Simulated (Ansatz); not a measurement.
# BCl3 on Si3N4 (100)

The task, for Si3N4: adsorb BCl3 from several starts and take the binding apart.

Program: Ansatz 0.2.0. Level of theory: DFT PBE+D3(BJ), scalar-relativistic, plane waves, PAW. These are calculated values, not measurements.

3 further runs of the same task are left out: 3 set aside as unsound or not needed.

## Step 1: The system as given

Symmetry: P1, No. 1, triclinic system. The conventional cell has a = 2.911 Å, b = 7.619 Å, c = 25.877 Å, α = 90.00°, β = 90.00°, γ = 90.00°. Around Si (site symmetry 1) lie 1 O at 1.67 Å and 3 N at 1.74 Å. Around N (site symmetry 1) lie 1 H at 1.01 Å. N (site symmetry 1) has 3 Si at 1.74 Å as nearest neighbours. Si (site symmetry 1) has 4 N at 1.73 to 1.74 Å as nearest neighbours. N (site symmetry 1) is surrounded by 3 Si at 1.73 to 1.74 Å. Only part of the 20 independent sites is listed.

Structure file:

```xyz
40
Lattice="5.8226 0.0000 0.0000 0.0000 7.6192 0.0000 0.0000 0.0000 25.8766" Properties=species:S:1:pos:R:3 pbc="T T T"
Si    2.1835    4.0309   10.2577
Si    5.0948    4.0309   10.2577
N     0.7278    0.0000   10.7388
N     3.6391    0.0000   10.7388
N     0.7278    4.8389   10.7612
N     3.6391    4.8389   10.7612
N     2.1835    2.4388   10.9584
N     5.0948    2.4388   10.9584
Si    0.7278    1.5988   11.4064
Si    3.6391    1.5988   11.4064
Si    0.7278    6.2417   11.7896
Si    3.6391    6.2417   11.7896
N     2.1835    6.2097   12.7411
N     5.0948    6.2097   12.7411
N     0.7286    1.4098   13.1303
N     3.6399    1.4098   13.1303
Si    2.1843    1.3474   14.0866
Si    5.0957    1.3474   14.0866
Si    2.1832    5.9760   14.4690
Si    5.0945    5.9760   14.4690
N     0.7274    5.1317   14.9356
N     3.6387    5.1317   14.9356
N     2.1861    2.7308   15.1504
N     5.0974    2.7308   15.1504
N     2.1840   -0.0452   15.0881
N     5.0953   -0.0452   15.0881
Si    0.7316    3.5364   15.6164
Si    3.6429    3.5364   15.6164
O     2.1042    3.9423    8.5964
O     5.0155    3.9423    8.5964
H     2.9817    3.8514    8.1753
H     5.8930    3.8514    8.1753
H     0.7338    7.4704    9.7371
H     3.6451    7.4704    9.7371
H     2.1815    0.1063   16.0914
H     5.0928    0.1063   16.0914
O     0.8105    3.6362   17.2794
O     3.7218    3.6362   17.2794
H    -0.0670    3.7315   17.6991
H     2.8443    3.7315   17.6991
```

Planes are indexed in the bulk's conventional cell (P6_3/m (No. 176)), a = 7.619 Å, b = 7.619 Å, c = 2.911 Å, α = 90.00°, β = 90.00°, γ = 120.00°.

This (100) slab, 5.4 Å thick as cut, with 16 Å of vacuum, in a 2×1 surface cell; its outer planes are Si (top) and Si (bottom), was relaxed beforehand with its lower half held: -16208.3917 eV, gap on the mesh 3.37 eV, ionisation potential 4.74 eV (top face), 4.67 eV (bottom face), electron affinity 1.37 eV (top face), 1.30 eV (bottom face), dipole along +c -0.017 e·Å per cell.

## Step 2: BCl3, inverted, over a hollow over H site

Contents of input.yaml:

```yaml
crystal:
  lattice:
    - [5.8226178761, 0.0, 0.0]
    - [0.0, 7.6192383001, 0.0]
    - [0.0, 0.0, 30.5015671958]
  atoms:
    - { symbol: Si, position: [0.375, 0.5290403533, 0.3363008521] }
    - { symbol: Si, position: [0.875, 0.5290403533, 0.3363008521] }
    - { symbol: "N", position: [0.125, 0.0, 0.3520736783] }
    - { symbol: "N", position: [0.625, 0.0, 0.3520736783] }
    - { symbol: "N", position: [0.125, 0.6350876235, 0.3528068668] }
    - { symbol: "N", position: [0.625, 0.6350876235, 0.3528068668] }
    - { symbol: "N", position: [0.375, 0.3200857022, 0.3592718185] }
    - { symbol: "N", position: [0.875, 0.3200857022, 0.3592718185] }
    - { symbol: Si, position: [0.125, 0.2098373764, 0.3739601907] }
    - { symbol: Si, position: [0.625, 0.2098373764, 0.3739601907] }
    - { symbol: Si, position: [0.125, 0.8192029769, 0.3865248849] }
    - { symbol: Si, position: [0.625, 0.8192029769, 0.3865248849] }
    - { symbol: "N", position: [0.375, 0.8150019212, 0.4177192717] }
    - { symbol: "N", position: [0.875, 0.8150019212, 0.4177192717] }
    - { symbol: "N", position: [0.1251303303, 0.1850310168, 0.4304792442] }
    - { symbol: "N", position: [0.6251303303, 0.1850310168, 0.4304792442] }
    - { symbol: Si, position: [0.3751478559, 0.1768353911, 0.46183052] }
    - { symbol: Si, position: [0.8751478559, 0.1768353911, 0.46183052] }
    - { symbol: Si, position: [0.3749481415, 0.7843268634, 0.4743689847] }
    - { symbol: Si, position: [0.8749481415, 0.7843268634, 0.4743689847] }
    - { symbol: "N", position: [0.1249270964, 0.6735182235, 0.4896673916] }
    - { symbol: "N", position: [0.6249270964, 0.6735182235, 0.4896673916] }
    - { symbol: "N", position: [0.3754524192, 0.3584132689, 0.4967097904] }
    - { symbol: "N", position: [0.8754524192, 0.3584132689, 0.4967097904] }
    - { symbol: "N", position: [0.3750889533, -0.0059312377, 0.4946677739] }
    - { symbol: "N", position: [0.8750889533, -0.0059312377, 0.4946677739] }
    - { symbol: Si, position: [0.1256466301, 0.4641455913, 0.5119884406] }
    - { symbol: Si, position: [0.6256466301, 0.4641455913, 0.5119884406] }
    - { symbol: O, position: [0.361389325, 0.5174107937, 0.2818333355] }
    - { symbol: O, position: [0.861389325, 0.5174107937, 0.2818333355] }
    - { symbol: H, position: [0.5120853942, 0.5054879999, 0.2680278614] }
    - { symbol: H, position: [1.0120853942, 0.5054879999, 0.2680278614] }
    - { symbol: H, position: [0.1260211322, 0.9804704364, 0.3192336959] }
    - { symbol: H, position: [0.6260211322, 0.9804704364, 0.3192336959] }
    - { symbol: H, position: [0.3746572811, 0.0139453409, 0.5275587395] }
    - { symbol: H, position: [0.8746572811, 0.0139453409, 0.5275587395] }
    - { symbol: O, position: [0.1391969102, 0.4772418493, 0.5665073633] }
    - { symbol: O, position: [0.6391969102, 0.4772418493, 0.5665073633] }
    - { symbol: H, position: [-0.0115091727, 0.4897526323, 0.5802683258] }
    - { symbol: H, position: [0.4884908273, 0.4897526323, 0.5802683258] }
    - { symbol: B, position: [0.8746572811, 0.0139453409, 0.6619034754] }
    - { symbol: Cl, position: [0.8746572811, 0.0139453409, 0.6045293743] }
    - { symbol: Cl, position: [0.6645162297, -0.1034128611, 0.6905905259] }
    - { symbol: Cl, position: [1.0847983325, 0.1313035428, 0.6905905259] }
basis:
  ecutwfc: 420
kpoints:
  mp_grid: { grid: [3, 2, 1] }
hamiltonian:
  xc: pbe
  dispersion: d3bj
scf:
  occupations: { method: gaussian, width: 0.05 }
output:
  forces: true
  eigenvalues: true
  write_density: true
  write_potential: true
  elf: true
  volumetric_format: npy
relax:
  adjacent_minimum: "off"
  f_tol: 0.04
  max_steps: 100
  constraints: [{ sites: [0, 1, 2, 3, 4, 5, 6, 7, 8, 9, 10, 11, 12, 13] }]
efield:
  axis: 3
  dipole_correction: true
  ramp_width: 0.04
```

Launch:

```
$ ansatz run input.yaml --threads 4 --pin off --max-ram 10240MiB --backend cpu --events-out ev --progress --plain --runs-dir out
```

Further runs follow: BCl3, flat, over a top (H) site; the lowest end once more, with its density; the slab alone, frozen as in the lowest end; the molecules alone, frozen as adsorbed.

Q: Predict the outcome of this session. Wanted: BCl3: lowest end; interaction of the frozen parts; electrons moved above the midplane.

**Answer**, as computed:

| quantity | value |
| --- | --- |
| BCl3: lowest end | E_ads -0.50 eV, flat start over top H |
| interaction of the frozen parts | -0.40 eV a cell |
| cost of deforming the slab | -0.05 eV |
| cost of deforming and crowding the molecules | -0.06 eV |
| electrons moved above the midplane | -0.020 |

BCl3 binds with 0.50 eV a molecule at best. In all 0.08 electrons are rearranged, and 0.02 cross the midplane towards the slab.
